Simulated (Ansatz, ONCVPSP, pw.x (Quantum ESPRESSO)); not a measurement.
# Si: one change to the ONCV potential, in the atom and in the diamond crystal

ONCVPSP 4.0.1.1 (patched build) input, shortened (lines: element, Z, core and valence counts, functional; n l f; lmax; l rc ep ncon nbas qcut; lloc lpopt rc5 dvloc0; l nproj debl; icmod fcfact rcfact), PBEsol, scalar-relativistic:

```
  Si 14.00    3    2  -116133      upf
    1    0    2.00
    2    0    2.00
    2    1    6.00
    3    0    2.00
    3    1    1.00
    2
    0    1.50    0.00    4    7    4.40
    1    2.30    0.00    4    9    4.30
    2    1.50    0.04    3    6    6.00
    2    5    1.50    0.00
    0    2    1.20
    1    2    2.50
    2    0    1.00
    1    0.50    0.00
```

Change: core correction Teter function, fcfact 2.75, rcfact 1.3.

Cutoffs, loose and tight: the cutoffs (Ha) at which the residual kinetic energy of the hardest occupied pseudo-wave falls to 1 and 0.1 mHa per electron. They do not see the model core or the augmentation charge, which bear on the density cutoff. Test errors are all-electron minus pseudo excitation energies from the reference, over the configurations 3s2 3p2; 3s2 3p0; 3s1 3p0; 3s1 3p3; variants that change the core or the reference have their own tests.

Crystal test: diamond Si in pw.x 7.5, no spin, 9³ k-points, Fermi–Dirac smearing 0.01 Ry, cutoffs set for each file from its atomic test. The reference is all-electron LAPW (Ansatz 0.2.0) with the same functional, mesh and smearing; V0 and B0 come from Birch–Murnaghan fits to the pressures at five volumes. Errors are pseudo minus all-electron; Δ is the rms difference of the E(V) curves that follow from these fits, minima aligned, over ±6 % about the mean V0. Mesh and smearing are coarse, so the numbers serve the comparison and aren't converged zero-temperature values; the lattice is a test structure that the element need not adopt.

All-electron: a0 = 5.432 Å (V0 = 20.04 Å³/atom), B0 = 93.4 GPa.

Q: Does the change bring the crystal closer to the all-electron result?

A: The mean pressure error goes from -0.18 to +0.15 GPa, so the change moves the solid closer to the all-electron pressures.

```tsv
quantity	base	changed
outcome (atom)	generated	generated
cutoff, loose (atom)	7.9 Ha	7.9 Ha
cutoff, tight (atom)	27 Ha	27 Ha
bound ghosts (atom)	none	none
largest test error (meV) (atom)	+18	-9.7
cutoffs in pw.x (Ry)	65/260	65/260
a0 (Å)	5.429	5.435
a0 error (%)	-0.06	+0.05
B0 error (%)	-0.1	-0.6
Δ (meV/atom)	0.8	0.6
mean pressure error (GPa)	-0.18	+0.15
```

Base: The cutoffs count occupied waves only; projector 2 of the s channel, the hardest unoccupied one, needs 37 Ha at the loose tolerance. Changed file: The cutoffs count occupied waves only; projector 2 of the s channel, the hardest unoccupied one, needs 37 Ha at the loose tolerance.
